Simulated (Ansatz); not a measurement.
Bulk crystal (GaSb) after relaxation:

```
CELL_PARAMETERS angstrom
0.00000 3.10692 3.10692
3.10692 0.00000 3.10692
3.10692 3.10692 0.00000
ATOMIC_POSITIONS crystal
Ga 0.00000 0.00000 0.00000
Sb 0.75000 0.75000 0.75000
```

Miller indices refer to the conventional cell of F-43m (No. 216), a = 6.214 Å, b = 6.214 Å, c = 6.214 Å, α = 90.00°, β = 90.00°, γ = 90.00°.

Consider the (110) slab of 6 planes, 11.0 Å thick with 15 Å of vacuum as cut; outer planes GaSb (top) and GaSb (bottom), all atoms relaxed.

The calculation used DFT PBE, scalar-relativistic, plane waves, PAW (Ansatz). Settings: cutoff 420 eV, Γ-centred mesh 8×6×1 on the computed 12-atom cell, Gaussian smearing of 0.10 eV; no spin polarisation. The cell repeats along c with a dipole correction in the vacuum.

(1) Estimate the surface energy (mean of both faces).

(2) The top two planes lie 2.197 Å apart in the bulk. How does relaxation change this?

Spin-orbit coupling is left out, which matters for the bands of heavy elements. Gaps are read on the k points sampled, so a band crossing between them can be missed.

Answers

(1) 0.45 J/m².

(2) The spacing becomes 2.043 Å (-7.0 %), and the top plane rumples by 0.794 Å.